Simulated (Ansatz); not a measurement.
# GaN (P6_3mc) in Ansatz: Born charges and dielectric tensor with PBE

Aim: the Born charges and dielectric tensor of GaN with PBE.

Everything below comes from runs of Ansatz 0.2.0. Logs are shortened: lines on timing, memory, paths and dates and some standing lists are left out, and cuts for length are marked.

**The experiment to reproduce.**

“Studying electronic properties in GaN without electrical contacts using γ-γ vs e−-γ Perturbed Angular Correlations”, 2019, pmc:6823545 quotes, for a bulk crystal of GaN: band gap 3.503 ± 0.005 eV (direct).

How close the calculation comes is told below.

## (1) The structure

Symmetry: P6_3mc, No. 186, hexagonal system. The conventional cell has a = 3.212 Å, b = 3.212 Å, c = 10.357 Å, α = 90.00°, β = 90.00°, γ = 120.00°. Ga (site symmetry 3m) has 4 N at 1.95 to 2.00 Å as nearest neighbours. Ga (site symmetry 3m) has 3 N at 1.94 Å as nearest neighbours. Around N (site symmetry 3m) lie 4 Ga at 1.94 to 2.00 Å. Around N (site symmetry 3m) lie 3 Ga at 1.95 Å.

The cell is a database's computed one.

## (2) Born charges and dielectric tensor, PBE

The input, input.yaml:

```yaml
crystal:
  lattice:
    - [3.2115377864, 0.0, 0.0]
    - [-1.6057688932, 2.7812733083, 0.0]
    - [0.0, 0.0, 10.35684]
  atoms:
    - { symbol: Ga, position: [0.0, 0.0, 0.785868] }
    - { symbol: Ga, position: [0.6666666667, 0.3333333333, 0.037349] }
    - { symbol: Ga, position: [0.3333333333, 0.6666666667, 0.537349] }
    - { symbol: Ga, position: [0.0, 0.0, 0.285868] }
    - { symbol: "N", position: [0.0, 0.0, 0.093038] }
    - { symbol: "N", position: [0.6666666667, 0.3333333333, 0.343745] }
    - { symbol: "N", position: [0.0, 0.0, 0.593038] }
    - { symbol: "N", position: [0.3333333333, 0.6666666667, 0.843745] }
hamiltonian:
  xc: pbe
  pseudopotentials: { kind: paw }
kpoints:
  mp_grid: { grid: [8, 8, 4] }
scf:
  occupations: { method: fixed }
output:
  eigenvalues: true
dielectric:
  method: response
```

Potentials or basis: Ansatz PAW.

Run with:

```
ansatz run input.yaml --threads 4 --pin off --max-ram 11264MiB --backend cpu --events-out ev --progress --plain --runs-dir out
```

What it wrote:

```text
Warning: RAYON_NUM_THREADS=4 ignored (pool sized by the plan → 4); use --threads N
Engine: ansatz 0.2.0, aarch64-unknown-linux-gnu
Pseudopotentials: kind: paw
Pseudopotential: Ga, paw, valence charge 13, recommended cutoff 420 eV (normal), Ga.paw.azcp
Pseudopotential: N, paw, valence charge 5, recommended cutoff 420 eV (normal), N.paw.azcp
Functional definition: PBE
  parameter kappa = 0.804
  parameter beta = 0.06672455060314922
  exchange = pbe_x(kappa = kappa, mu = beta*pi^2/3)
  correlation = pbe_c(beta = beta)
Crystal: 8 atoms, lattice volume = 92.509 Å³
Basis set: ecut = 420 eV, 1835 PW (Γ), exchange–correlation on 48×48×144 points (8 copies of the dense FFT grid, shifted against one another)
Bands: 44, of which v1, the nominal top of the filled ones, is band 36 counted from 1 (35 counted from 0)
Symmetry: 12 space group operations
k-points: 78 of 256 (irreducible under 2 space group operations, time reversal used)
Non-local potential: Ga, projectors of the file, l = 0: 2, l = 1: 2, l = 2: 3, l = 3: 1
Non-local potential: N, projectors of the file, l = 0: 2, l = 1: 2, l = 2: 1
PAW form: soft (Blöchl's): semilocal exchange-correlation on the pseudo side does not see the compensation charge
PAW one-centre angular grid: Ga, 590 points (default); XC on 64 Gauss nodes
PAW one-centre angular grid: N, 110 points (default); XC on 64 Gauss nodes
Initial density: superposition of atomic densities (neutral atoms: chi_scale 0, normalization atom), corrected by the library's trained network
Initial wavefunctions: pseudopotential atomic-orbital guess
Functional: x = pbe(κ = 0.804, μ = 0.2195149727645171), c = pbe(β = 0.06672455060314922)
SCF iter   1: F=—  HF=-16669.368523 eV  |F-HF|=—  |Δ(HF+E_count)|=         —  Δρ=3.37e-3  dr2=1.13e-2  ethr=1.77e-3  ⟨swp⟩=4.5  Hψ=10458  notcnv=0  defer=465
preconditioner: auto → Resta (q_TF=auto, 2.617 Å⁻¹)  ε∞=5.1  [insulator: Δε(μ)=0.818 eV  Ē_g=16.119 eV  n_scr=38 (ndim 8)  ℏωp=32.8 eV  f_vac=0.004  ε∞_Penn≈5.1]
SCF iter   2: F=—  HF=-16669.367298 eV  |F-HF|=—  |Δ(HF+E_count)|=   1.22e-3  Δρ=1.33e-3  dr2=1.09e-3  ethr=1.58e-5  ⟨swp⟩=2.0  Hψ=6270  notcnv=0  defer=468
SCF iter   3: F=—  HF=-16669.367492 eV  |F-HF|=—  |Δ(HF+E_count)|=   1.94e-4  Δρ=6.60e-4  dr2=3.64e-4  ethr=1.52e-6  ⟨swp⟩=2.5  Hψ=4722  notcnv=0  defer=468
SCF iter   4: F=—  HF=-16669.367632 eV  |F-HF|=—  |Δ(HF+E_count)|=   1.40e-4  Δρ=1.88e-4  dr2=3.45e-5  ethr=5.06e-7  ⟨swp⟩=2.8  Hψ=5999  notcnv=0  defer=468
SCF iter   5: F=—  HF=-16669.367637 eV  |F-HF|=—  |Δ(HF+E_count)|=   4.93e-6  Δρ=7.54e-5  dr2=5.06e-6  ethr=4.80e-8  ⟨swp⟩=2.0  Hψ=5832  notcnv=0  defer=264
SCF iter   6: F=—  HF=-16669.367641 eV  |F-HF|=—  |Δ(HF+E_count)|=   4.56e-6  Δρ=3.42e-5  dr2=8.03e-7  ethr=7.03e-9  ⟨swp⟩=2.0  Hψ=5804  notcnv=0  defer=252
SCF iter   7: F=—  HF=-16669.367641 eV  |F-HF|=—  |Δ(HF+E_count)|=   1.91e-8  Δρ=9.63e-6  dr2=8.31e-8  ethr=1.11e-9  ⟨swp⟩=2.0  Hψ=5832  notcnv=0  defer=252
SCF iter   8: F=—  HF=-16669.367642 eV  |F-HF|=—  |Δ(HF+E_count)|=   8.93e-8  Δρ=2.40e-6  dr2=6.03e-9  ethr=1.15e-10  ⟨swp⟩=2.2  Hψ=5348  notcnv=0  defer=252
SCF iter   9: F=—  HF=-16669.367642 eV  |F-HF|=—  |Δ(HF+E_count)|=   5.88e-9  Δρ=1.08e-6  dr2=7.44e-10  ethr=8.38e-12  ⟨swp⟩=2.0  Hψ=5988  notcnv=0  defer=252
SCF iter  10: F=—  HF=-16669.367642 eV  |F-HF|=—  |Δ(HF+E_count)|=  3.60e-10  Δρ=3.71e-7  dr2=1.23e-10  ethr=1.00e-12  ⟨swp⟩=9.6  Hψ=13685  notcnv=0
SCF iter  11: F=-16669.367642 eV  HF=-16669.367642 eV  |F-HF|=0.00e0  |Δ(HF+E_count)|=  7.28e-12  Δρ=1.10e-7  dr2=1.12e-11  ethr=1.00e-12  ⟨swp⟩=3.0  Hψ=8054  notcnv=0
SCF 1 converged in 11 iterations: F = -16669.367642 eV  dr2 = 1.12e-11
NSCF: frozen V_eff on 2 k-points
DFPT response loops at Γ: preconditioner auto → Resta (q_TF=auto, 2.617 Å⁻¹)  ε∞=8.6 (no band partly filled); β = 1.00, the filter's whole step (`scf.mixing.beta` (0.50) is not read by the response loops at its default; to damp them type it under 1.00, their step now; it binds the ground state too); Broyden in place of MSR1
── the response to a field inside a basis, on 18×18×6 k-points: an SCF that follows is theirs, and a resumed run solves both again ──
Bands: 37, of which v1, the nominal top of the filled ones, is band 36 counted from 1 (35 counted from 0)
k-points: 270
Initial density: handed on by an earlier stage of this run
Initial wavefunctions: pseudopotential atomic-orbital guess (no wavefunctions were taken with the density)
Eigensolver: Dense (270 Hₖ)
SCF iter   1: F=—  HF=-16669.191730 eV  |F-HF|=—  |Δ(HF+E_count)|=         —  Δρ=5.98e-4  dr2=1.18e-4  ethr=1.00e-1
preconditioner: auto → Resta (q_TF=auto, 2.617 Å⁻¹)  ε∞=7.1  [insulator: Δε(μ)=0.904 eV  Ē_g=13.289 eV  n_scr=38 (ndim 8)  ℏωp=32.8 eV  f_vac=0.006  ε∞_Penn≈7.1]
SCF iter   2: F=—  HF=-16669.191773 eV  |F-HF|=—  |Δ(HF+E_count)|=   4.25e-5  Δρ=3.19e-4  dr2=3.44e-5  ethr=1.64e-7
SCF iter   3: F=—  HF=-16669.191791 eV  |F-HF|=—  |Δ(HF+E_count)|=   1.81e-5  Δρ=7.92e-5  dr2=4.03e-6  ethr=4.78e-8
SCF iter   4: F=—  HF=-16669.191788 eV  |F-HF|=—  |Δ(HF+E_count)|=   2.64e-6  Δρ=1.96e-5  dr2=2.32e-7  ethr=5.59e-9
SCF iter   5: F=-16669.191789 eV  HF=-16669.191789 eV  |F-HF|=1.48e-8  |Δ(HF+E_count)|=   3.33e-7  Δρ=8.25e-6  dr2=7.64e-8  ethr=3.22e-10
SCF 1 converged in 5 iterations: F = -16669.191789 eV  dr2 = 7.64e-8
DFPT response loops at Γ: preconditioner auto → Resta (q_TF=auto, 2.617 Å⁻¹)  ε∞=8.1 (no band partly filled); β = 1.00, the filter's whole step (`scf.mixing.beta` (0.50) is not read by the response loops at its default; to damp them type it under 1.00, their step now; it binds the ground state too); Broyden in place of MSR1
WARN: field response: inside a basis, on 18×18×6 points, no mesh in reach settles it: take ε∞, Z* and everything formed from them with what they may err, as stated (eps_inf_uncertainty, zstar_uncertainty_e), and compare with field_mesh: kpoints on a denser kpoints.mp_grid
SCF converged after 11 iterations
Free energy (F): -16669.367642 eV
Harris-Foulkes:  -16669.367642 eV  (|F-HF|=0.00e0)
Internal energy: -16669.367642 eV  (E = F + TS)
E sigma→0 (E₀):  -16669.367642 eV
Fermi energy:    9.997595 eV
--- Per-component energies (eV) ---
  E_band       = -34.389290
  E_kinetic    = 981.937902
  E_local      = -7726.300787  (includes V_loc(G=0)·N_el)
  E_nonlocal   = 1898.301784
  E_hartree    = 3548.215701
  E_xc         = -512.558434
  E_vxc        = -533.036611  (∫ρ·V_xc dr)
  E_paw        = -8482.291913  (= ΣΔE_a)
  E_vpaw       = -1751.723125  (= ΣTr[D̂ρ^β])
  E_aug_tail   = 0.000147  (compensation charges beyond the density's cutoff)
  E_ewald      = -6376.672042
  E_smearing   = -0.000000  (= −TS)
  E_closure    = 0.000000  (closes the sum)
  Σ components = -16669.367642   (vs F -16669.367642, Δ=0.00e0)
--- Band table (eV; the first three rows and the last of 78) ---
  k-point 0: bands = ["-6.3917", "-6.1097", "-5.2996", "-5.2149", "-4.4250", "-4.4250", "-4.4237", "-4.4237", "-4.2541", "-4.2541", "-4.2517", "-4.2517", "-4.2208", "-4.1648", "-3.7595", "-3.7595", "-3.7587", "-3.7587", "-3.5214", "-3.5214", "-3.5187", "-3.5187", "-3.3030", "-2.5390", "3.1319", "5.4850", "6.5923", "8.5835", "8.5835", "8.6279", "8.6279", "9.4284", "9.4284", "9.4603", "9.4603", "9.9976", "10.8118", "13.3094", "13.5125", "13.5635", "17.0076", "17.6870", "18.4828", "18.6164"]
  k-point 1: bands = ["-6.3569", "-6.1596", "-5.2808", "-5.2228", "-4.4249", "-4.4249", "-4.4239", "-4.4239", "-4.2538", "-4.2538", "-4.2520", "-4.2520", "-4.2162", "-4.1785", "-3.7594", "-3.7594", "-3.7588", "-3.7588", "-3.5210", "-3.5210", "-3.5191", "-3.5191", "-3.1928", "-2.6565", "3.3701", "4.8554", "7.2713", "8.5899", "8.5899", "8.6208", "8.6208", "9.3121", "9.4331", "9.4331", "9.4558", "9.4558", "11.4356", "12.9403", "13.5463", "13.6472", "17.1330", "17.6059", "18.6931", "18.6931"]
  k-point 2: bands = ["-6.2655", "-6.2655", "-5.2468", "-5.2468", "-4.4244", "-4.4244", "-4.4244", "-4.4244", "-4.2529", "-4.2529", "-4.2529", "-4.2529", "-4.2014", "-4.2014", "-3.7591", "-3.7591", "-3.7591", "-3.7591", "-3.5201", "-3.5201", "-3.5201", "-3.5201", "-2.9285", "-2.9285", "4.0035", "4.0035", "8.2999", "8.2999", "8.6051", "8.6051", "8.6051", "8.6051", "9.4445", "9.4445", "9.4445", "9.4445", "12.2524", "12.2524", "13.6206", "13.6206", "17.3905", "17.3905", "18.9034", "18.9034"]
  k-point 77: bands = ["-5.7266", "-5.7266", "-4.9085", "-4.9085", "-4.3926", "-4.3926", "-4.3548", "-4.3548", "-4.3025", "-4.3025", "-4.1718", "-4.1718", "-3.7495", "-3.7495", "-3.6599", "-3.6599", "-3.5948", "-3.5948", "-3.5234", "-3.5234", "-2.6461", "-2.6461", "-1.7565", "-1.7565", "3.5111", "3.5111", "4.0859", "4.0859", "5.6193", "5.6193", "6.6251", "6.6251", "7.0577", "7.0577", "9.0616", "9.0616", "13.2881", "13.2881", "15.8919", "15.8919", "17.0576", "17.0576", "17.7036", "17.7036"]
--- Dielectric response (ions clamped): 3 representative field directions + reference, inside a basis on a mesh of 1944 k-points (Σ response iterations 18) ---
  ε∞ (high-frequency dielectric tensor):
        7.401653    -0.000000     0.000000
       -0.000000     7.401653    -0.000000
        0.000000     0.000000     8.432643
  Born effective charges Z* (e; rows j = field, columns β = displacement):
    site 0:
         2.77054   -0.00000    0.00000
        -0.00000    2.77054    0.00000
         0.00000   -0.00000    2.84030
    site 1:
         3.30345   -0.00000    0.00000
        -0.00000    3.30345    0.00000
         0.00000   -0.00000    3.17618
    site 2:
         3.30345   -0.00000    0.00000
        -0.00000    3.30345    0.00000
         0.00000    0.00000    3.17618
    site 3:
         2.77054   -0.00000   -0.00000
        -0.00000    2.77054    0.00000
        -0.00000    0.00000    2.84030
    site 4:
        -2.68656    0.00000    0.00000
         0.00000   -2.68656    0.00000
        -0.00000   -0.00000   -3.26393
    site 5:
        -3.38744    0.00000    0.00000
         0.00000   -3.38744   -0.00000
         0.00000    0.00000   -2.75256
    site 6:
        -2.68656    0.00000    0.00000
         0.00000   -2.68656   -0.00000
         0.00000   -0.00000   -3.26393
    site 7:
        -3.38744    0.00000   -0.00000
         0.00000   -3.38744    0.00000
        -0.00000    0.00000   -2.75256
  Z* charge neutrality: 2.038e-2 e pre-enforcement
  solved inside a basis spanned on kpoints, on 18×18×6 k-points transformed towards the longest dipole, which do not settle them: ε∞ is read to err by 1.1e-1, Z* by 1.1e-1 e (field_mesh: kpoints solves on kpoints); Z* is corrected for what the basis lacks
```

Run time: 2.3 min. Hardware: 4 threads of Arm Neoverse V2, shared host; peak memory 3.1 GiB.

Results:

* Free energy: -16669.3676 eV
* Band gap on the k mesh: 0.81 eV, direct
* Electronic dielectric tensor (diagonal): 7.40, 7.40, 8.43
* Born charges (mean of the diagonal): Ga +2.79, +3.26; N -2.88, -3.18 e

Levels at points of the mesh, in eV from the valence-band top:
```csv
k point,band 34,band 35,band 36,band 37,band 38,band 39
"(0.00, 0.00, 0.00)",-0.54,-0.54,0.00,0.81,3.31,3.51
"(0.00, 0.00, -0.50)",-0.55,-0.55,-0.55,2.25,2.25,3.62
"(0.00, -0.50, 0.00)",-1.93,-1.52,-0.75,1.96,2.46,4.70
"(0.00, -0.50, -0.50)",-1.77,-1.40,-1.40,2.50,2.50,4.50
"(-0.50, 0.00, 0.00)",-1.93,-1.52,-0.75,1.96,2.46,4.70
"(-0.50, 0.00, -0.50)",-1.77,-1.40,-1.40,2.50,2.50,4.50
```

Electronic dielectric tensor:
```
7.40 0.00 0.00
0.00 7.40 0.00
0.00 0.00 8.43
```

Born effective charge tensors (e):
atom 1, Ga
```
2.77 0.00 0.00
0.00 2.77 0.00
0.00 0.00 2.84
```
atom 2, Ga
```
3.30 0.00 0.00
0.00 3.30 0.00
0.00 0.00 3.18
```
atom 3, Ga
```
3.30 0.00 0.00
0.00 3.30 0.00
0.00 0.00 3.18
```
atom 4, Ga
```
2.77 0.00 0.00
0.00 2.77 0.00
0.00 0.00 2.84
```
atom 5, N
```
-2.69  0.00  0.00
 0.00 -2.69  0.00
 0.00  0.00 -3.26
```
atom 6, N
```
-3.39  0.00  0.00
 0.00 -3.39  0.00
 0.00  0.00 -2.75
```
atom 7, N
```
-2.69  0.00  0.00
 0.00 -2.69  0.00
 0.00  0.00 -3.26
```
atom 8, N
```
-3.39  0.00  0.00
 0.00 -3.39  0.00
 0.00  0.00 -2.75
```

## (3) Against experiment

Step 2. A measured gap of GaN is 3.503 eV (direct; quoted in “Studying electronic properties in GaN without electrical contacts using γ-γ vs e−-γ Perturbed Angular Correlations”, 2019, pmc:6823545); the calculated 0.81 eV misses it by -2.69 eV. So large a miss can be the level of theory's own, or it may mean another phase, state or a wrong row. Spin-orbit coupling on Ga is left out. The value is that of PBE, without temperature or zero-point motion. Semilocal functionals fall short of measured gaps as a rule. The cell is a database's relaxed one, not the measured one, which moves gaps too.
